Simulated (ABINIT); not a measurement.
Runs of ABINIT 10.8.3 (patched build) on Mo. Symmetry: Im-3m, No. 229, cubic system. Conventional cell: a = 3.168 Å, b = 3.168 Å, c = 3.168 Å, α = 90.00°, β = 90.00°, γ = 90.00°. Mo (site symmetry m-3m) has 8 Mo at 2.74 Å as nearest neighbours. 

```tsv
task	level	potentials or basis	spin	k mesh	cutoff (eV)	fine-grid cutoff	dispersion computed by	mesh quality	gap on the mesh (eV)	pressure (GPa)	V0 of scaled cells (Å³/atom)	B0 (GPa)
equation of state	LDA	JTH PAW LDA v2.0	off	12 × 12 × 12	571	1142.88 eV	-	not flagged	-	-	15.08	296
equation of state	PBE	JTH PAW PBE v2.0	off	12 × 12 × 12	354	707.496 eV	-	not flagged	-	-	15.79	260
equation of state	PBE	JTH PAW PBE v2.0	SOC, no magnetisation	12 × 12 × 12	408	816.342 eV	-	not flagged	-	-	15.80	262
band structure	BLYP	JTH PAW PBE v2.0	off	12 × 12 × 12	408	816.342 eV	-	not flagged	none	8.4	-	-
single point	PBEsol	JTH PAW PBE v2.0	off	16 × 16 × 16	408	816.342 eV	-	not flagged	none	-9.0	-	-
single point	PBEsol	JTH PAW PBE v2.0	off	7 × 7 × 7	408	816.342 eV	-	coarse	none	-8.2	-	-
band structure	SOGGA	JTH PAW PBE v2.0	SOC, no magnetisation	12 × 12 × 12	408	816.342 eV	-	not flagged	none	-11.0	-	-
band structure	r2SCAN	JTH PAW PBE v2.0	off	12 × 12 × 12	490	979.61 eV	-	not flagged	none	-3.3	-	-
band structure	BP86	JTH PAW PBE v2.0	SOC, no magnetisation	12 × 12 × 12	408	816.342 eV	-	not flagged	none	-0.4	-	-
equation of state	RPBE+D4	JTH PAW PBE v2.0	off	12 × 12 × 12	408	816.342 eV	dftd4 4.3.1	not flagged	-	-	15.35	(a)
band structure	AM05	JTH PAW PBE v2.0	SOC, no magnetisation	12 × 12 × 12	408	816.342 eV	-	not flagged	none	(b)	-	-
band structure	SOGGA	JTH PAW PBE v2.0	off	12 × 12 × 12	408	816.342 eV	-	not flagged	none	-11.1	-	-
```

Alike in all rows: cell as given; smearing fermi-dirac 0.05 eV.

Task: Fill in the values left out.

Result: (a) 279; (b) -10.3.

Caveats: some runs use coarse meshes; the PAW data sets were made with another functional, which shifts forces and pressure a little (some runs); pressures at fixed basis lie under the slope of the energies (some runs).

A k mesh can miss the band edges, and rows without SOC leave out spin-orbit coupling on Mo.

A gap of «none» marks a metal or a gap under the smearing width.
